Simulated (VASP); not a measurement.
Input of a VASP 6.6.1 run:

The input INCAR:

```
  PREC = Accurate
  ENCUT = 520
  EDIFF = 1E-6
  ISMEAR = -1
  SIGMA = 0.1
  LREAL = False
  LASPH = True
  NELM = 60
  ALGO = Fast
  ISIF = 2
  LWAVE = False
  LCHARG = True
  GGA = B5
  ALDAX = 1.0
  AGGAX = 1.0
  AGGAC = 1.0
  ALDAC = 0.0
  LELF = True
  LVHAR = True
  NBANDS = 26
```

KPOINTS

```
Automatic mesh
0
Gamma
  7 7 10
```

File POSCAR:

```
Tl
1.0
    6.1117119748      0.0000000000      0.0000000000
   -3.0558559874      5.2928978308      0.0000000000
    0.0000000000      0.0000000000      3.7305372941
Tl
3
Direct
    1.0000000000      1.0000000000      0.0000000000
    0.3333333333      0.6666666667      0.5000000000
    0.6666666667      0.3333333333      0.5000000000
```

Potentials or basis: VASP PAW PBE potentials, release 64 (Tl_d).

Run with:

```console
$ cat potpaw_PBE.64/Tl_d/POTCAR > POTCAR
$ mpirun -np 1 vasp_std > vasp.out
```

(1) Predict the pressure.

(2) Estimate the band gap on the k mesh.

## Answers

(1) -1.4 GPa.

(2) none (metal or under the smearing width).

Caveat: the PAW data sets were made with another functional, which shifts forces and pressure a little.
